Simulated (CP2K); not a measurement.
# SnO2 (Cassiterite) (P4_2/mnm) in CP2K: a series of runs, part 2 of 2

CP2K 2026.2. The steps go on from the part before.

## 3. Single point, PBE

sno2_scf.inp

```
&GLOBAL
  PROJECT sno2_scf
  RUN_TYPE ENERGY_FORCE
  PRINT_LEVEL LOW
&END GLOBAL
&FORCE_EVAL
  METHOD QS
  STRESS_TENSOR ANALYTICAL
  &DFT
    BASIS_SET_FILE_NAME BASIS_MOLOPT_UZH
    POTENTIAL_FILE_NAME POTENTIAL_UZH
    &MGRID
      CUTOFF 600
      REL_CUTOFF 60
      NGRIDS 4
    &END MGRID
    &QS
      METHOD GPW
      EPS_DEFAULT 1.0E-10
    &END QS
    &KPOINTS
      SCHEME MONKHORST-PACK 6 6 8
      GAMMA_CENTERED T
      SYMMETRY T
      SYMMETRY_BACKEND SPGLIB
    &END KPOINTS
    &SCF
      SCF_GUESS ATOMIC
      EPS_SCF 1.0E-6
      MAX_SCF 100
      ADDED_MOS 18
      CHOLESKY OFF
      EPS_EIGVAL 1.0E-7
      &DIAGONALIZATION ON
        ALGORITHM STANDARD
      &END DIAGONALIZATION
      &MIXING ON
        METHOD BROYDEN_MIXING
        ALPHA 0.4
        BETA 1.5
        NBUFFER 8
      &END MIXING
      &SMEAR ON
        METHOD GAUSSIAN
        SIGMA [eV] 0.05
      &END SMEAR
    &END SCF
    &XC
      &XC_FUNCTIONAL PBE
      &END XC_FUNCTIONAL
    &END XC
    &PRINT
      &KPOINTS ON
      &END KPOINTS
      &MULLIKEN ON
      &END MULLIKEN
      &MO ON
        ENERGIES T
        OCCUPATION_NUMBERS T
        &EACH
          QS_SCF 0
        &END EACH
        ADD_LAST NUMERIC
      &END MO
      &LOWDIN ON
      &END LOWDIN
      &HIRSHFELD ON
        SHAPE_FUNCTION DENSITY
      &END HIRSHFELD
    &END PRINT
  &END DFT
  &SUBSYS
    &CELL
      A 4.7380000000 0.0000000000 0.0000000000
      B 0.0000000000 4.7380000000 0.0000000000
      C 0.0000000000 0.0000000000 3.1865000000
      PERIODIC XYZ
    &END CELL
    &COORD
      SCALED
      Sn  0.5000000000 0.5000000000 0.5000000000
      Sn  0.0000000000 0.0000000000 0.0000000000
      O   0.8071000000 0.1929000000 0.5000000000
      O   0.6929000000 0.6929000000 0.0000000000
      O   0.1929000000 0.8071000000 0.5000000000
      O   0.3071000000 0.3071000000 0.0000000000
    &END COORD
    &KIND Sn
      BASIS_SET TZVP-MOLOPT-PBE-GTH-q4
      POTENTIAL GTH-PBE-q4
    &END KIND
    &KIND O
      BASIS_SET TZVP-MOLOPT-PBE-GTH-q6
      POTENTIAL GTH-PBE-q6
    &END KIND
    &PRINT
      &ATOMIC_COORDINATES ON
      &END ATOMIC_COORDINATES
      &CELL ON
      &END CELL
    &END PRINT
  &END SUBSYS
  &PRINT
    &FORCES ON
    &END FORCES
    &STRESS_TENSOR ON
    &END STRESS_TENSOR
  &END PRINT
&END FORCE_EVAL
```

Potentials or basis: POTENTIAL_UZH Sn GTH-PBE-q4, O GTH-PBE-q6; TZVP-MOLOPT-PBE-GTH basis.

On the command line:

```console
$ OMP_NUM_THREADS=1 cp2k.psmp -i sno2_scf.inp -o sno2_scf.out
```

sno2_scf.out:

```text

 CP2K| version string:                                       CP2K version 2026.2
 CP2K| Input file name                                              sno2_scf.inp

 GLOBAL| Force Environment number                                              1
 GLOBAL| Basis set file name                                    BASIS_MOLOPT_UZH
 GLOBAL| Potential file name                                       POTENTIAL_UZH
 GLOBAL| MM Potential file name                                     MM_POTENTIAL
 GLOBAL| Coordinate file name                                      __STD_INPUT__
 GLOBAL| Method name                                                        CP2K
 GLOBAL| Project name                                                   sno2_scf
 GLOBAL| Run type                                                   ENERGY_FORCE
 GLOBAL| FFT library                                                       FFTW3
 GLOBAL| Diagonalization library                                       ScaLAPACK
 GLOBAL| Cholesky decomposition library                                ScaLAPACK
 GLOBAL| DGEMM library                                                      BLAS
 GLOBAL| Direct generalized diagonalization requested                          F
 GLOBAL| Matrix multiplication library                                 ScaLAPACK
 GLOBAL| Global print level                                                  LOW
 GLOBAL| Total number of message passing processes                             1
 GLOBAL| Number of threads for this process                                    1
 GLOBAL| CPU model name                                                  UNKNOWN

 CELL| Volume [angstrom^3]:                                            71.532604
 CELL| Vector a [angstrom]:       4.738     0.000     0.000   |a| =     4.738000
 CELL| Vector b [angstrom]:       0.000     4.738     0.000   |b| =     4.738000
[... 778 lines left out ...]
 !-----------------------------------------------------------------------------!

 LOWDIN POPULATION ANALYSIS

 #  Atom  Element  Kind  Atomic population                           Net charge
       1     Sn       1          3.669606                              0.330394
       2     Sn       1          3.663415                              0.336585
       3     O        2          6.178336                             -0.178336
       4     O        2          6.155153                             -0.155153
       5     O        2          6.178336                             -0.178336
       6     O        2          6.155153                             -0.155153
 # Total charge                             32.000000                 -0.000000

 ENERGY| Total FORCE_EVAL ( QS ) energy [hartree]            -71.145863438173009

 FORCES| Atomic forces [hartree/bohr]
 FORCES|   Atom     x               y               z               |f|
 FORCES|      1 -1.17452768E-08  4.89597017E-09 -5.34704271E-11   1.27249719E-08
 FORCES|      2  8.30876100E-09 -3.69827802E-11  1.12156548E-09   8.38419861E-09
 FORCES|      3 -4.07378601E-03  4.07378507E-03 -1.61751269E-09   5.76120276E-03
 FORCES|      4  4.07378909E-03  4.07379305E-03  1.08401176E-09   5.76121058E-03
 FORCES|      5  4.07379559E-03 -4.07378470E-03 -1.61757284E-09   5.76120928E-03
 FORCES|      6 -4.07379522E-03 -4.07379829E-03  1.08391907E-09   5.76121862E-03
 FORCES| Sum     1.98436215E-11 -1.61797572E-11  9.40351483E-13
 FORCES| Total atomic force                                       2.56210484E-11

 STRESS| Analytical stress tensor [bar]
 STRESS|                        x                   y                   z
 STRESS|      x        1.23025905156E+05  -2.45120651259E-02  -1.00146842422E-06
 STRESS|      y       -2.45120651259E-02   1.23025893777E+05  -1.14467840281E-06
 STRESS|      z       -1.00146842422E-06  -1.14467840281E-06   1.81095610677E+05
 STRESS| 1/3 Trace                                             1.42382469870E+05
 STRESS| Determinant                                           2.74094942420E+15

 STRESS| Eigenvectors and eigenvalues of the analytical stress tensor [bar]
 STRESS|                        1                   2                   3
 STRESS| Eigenvalues   1.23025874302E+05   1.23025924630E+05   1.81095610677E+05
 STRESS|      x           0.622053841620      0.782974468374     -0.000000000017
 STRESS|      y           0.782974468374     -0.622053841620     -0.000000000020
 STRESS|      z           0.000000000026      0.000000000001      1.000000000000
```

Run time: 38 s. Hardware: 1 thread of Arm Neoverse V2, shared host; peak memory 0.44 GiB.

What came out:

* Free energy: -1935.9774 eV
* Pressure: 14.2 GPa
* Largest force: 0.296 eV/Å
* Band gap on the k mesh: 1.09 eV, direct
* Mulliken charges: Sn +2.34; O -1.17 e
* Hirshfeld charges: Sn +0.62; O -0.31 e

Forces on the atoms (eV/Å):
```
Sn   0.000  0.000  0.000
Sn   0.000  0.000  0.000
O   -0.209  0.209  0.000
O    0.209  0.209  0.000
O    0.209 -0.209  0.000
O   -0.209 -0.209  0.000
```

Stress tensor (GPa, compression positive):
```
12.30  0.00  0.00
 0.00 12.30  0.00
 0.00  0.00 18.11
```

Caveat: Mulliken charges move with the basis; spin-orbit coupling is left out, which moves the levels of the heavy elements; the basis of atomic orbitals isn't converged, which shifts pressures, moduli and gaps.
